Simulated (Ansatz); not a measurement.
Ru under changes of volume

One of the cells (13.575 Å³/atom); the others are scaled copies at fixed shape and fractional positions:

```xyz
2
Lattice="2.7058 0.0000 0.0000 -1.3529 2.3433 0.0000 0.0000 0.0000 4.2819" Properties=species:S:1:pos:R:3 pbc="T T T"
Ru    1.3529    0.7811    3.2114
Ru    0.0000    1.5622    1.0705
```

- Program: Ansatz 0.2.0
- Functional: r2SCAN0
- Potentials or basis: Ansatz PAW
- Cutoff: 500 eV (not typed: the program's choice for these potentials)
- k mesh: 6 × 6 × 3
- Occupations: fermi-dirac, width 0.05 eV
- Spin: no spin polarisation

| volume (Å³/atom) | energy over the lowest point (meV/atom) | pressure (GPa) |
| --- | --- | --- |
| 12.760 | 10.29 | 10.0 |
| 13.032 | 0.00 | 1.8 |
| 13.303 | 3.57 | -5.9 |
| 13.575 | ? | ? |
| 13.846 | 46.23 | -18.8 |
| 14.118 | 82.65 | -24.1 |
| 14.389 | 127.61 | -28.8 |

Task: What does the run at 13.575 Å³/atom give?

Result: Energy over the lowest point 19.44 meV/atom; pressure -12.7 GPa.

Worked out: A Birch-Murnaghan fit of order 3 (a polynomial in V^(-2/3)) to the other rows has its minimum at 13.09 Å³/atom with B0 = V·E''(V) = 383 GPa and B' = 4.8 at fixed shape and positions, which overstates the stiffness. It gives 19.48 meV/atom at 13.575 Å³/atom, against the run's 19.44, and -dE/dV = -12.7 GPa, against -12.7.

Energies are extrapolated to zero smearing.

Caveats: all runs use coarse meshes; the PAW data sets come from PBE, with cores solved anew for the run's functional, which leaves a small shift of forces and pressure; the thresholds are loose for stress.
